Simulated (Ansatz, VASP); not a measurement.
# One calculation of C, two programs

Contents of INCAR:

```
SYSTEM = C
ALGO = Normal
EDIFF = 1E-7
ENCUT = 520
GGA = PE
ISIF = 2
ISMEAR = 0
LASPH = .True.
LCHARG = .False.
LREAL = .False.
LWAVE = .False.
NBANDS = 11
NELM = 60
PREC = Accurate
SIGMA = 0.05
```

Contents of KPOINTS:

```
k-points
0
Gamma
  12 12 12
  0 0 0
```

POSCAR

```
C
1.0
    0.0000000000      1.8303809705      1.8750244088
    1.8303809705      0.0000000000      1.8750244088
    1.8303809705      1.8303809705      0.0000000000
C
2
Direct
    0.5000000000      0.5000000000      0.5000000000
    0.7500000000      0.7500000000      0.7500000000
```

Input for Ansatz:

```yaml
crystal:
  lattice:
    - [0.0, 1.8303809705, 1.8750244088]
    - [1.8303809705, 0.0, 1.8750244088]
    - [1.8303809705, 1.8303809705, 0.0]
  atoms:
    - { symbol: C, position: [0.5, 0.5, 0.5] }
    - { symbol: C, position: [0.75, 0.75, 0.75] }
basis:
  ecutwfc: 420
kpoints:
  mp_grid: { grid: [12, 12, 12] }
hamiltonian:
  xc: pbe
scf:
  occupations: { method: gaussian, width: 0.05 }
output:
  forces: true
  stress: true
  eigenvalues: true
  write_density: true
  write_potential: true
  elf: true
  volumetric_format: npy
```

Change from the starting cell: strain +0.025 along x and y, +0.050 along z, atoms carried along.

Alike in both runs: task single point; functional PBE; k mesh 12 × 12 × 12; occupations gaussian, width 0.05 eV; no spin polarisation.

```csv
,VASP,Ansatz
version,VASP 6.6.1,Ansatz 0.2.0
potentials or method,"VASP PAW PBE potentials, release 64 (C)","scalar-relativistic, plane waves, PAW"
plane-wave cutoff (eV),520,420
valence electrons in the cell,8,8
```

|  | VASP | Ansatz | Ansatz less VASP |
| --- | --- | --- | --- |
| gap on the k mesh at the Fermi level (eV) | 3.64 | 3.65 | +0.010 |
| least direct gap on the mesh (eV) | 5.10 | 5.11 | +0.007 |
| pressure (GPa) | -35.0 | -35.3 | -0.31 |
| largest component of the traceless stress (GPa) | 13.65 | 13.65 | +0.001 |

With one functional, cell and mesh, what is left measures potentials, basis and numerics.

Caveats: the cell as given lies far from equilibrium; so large a pressure means that the cell lies far from this level's equilibrium, or that cutoff or potentials fall short (VASP).
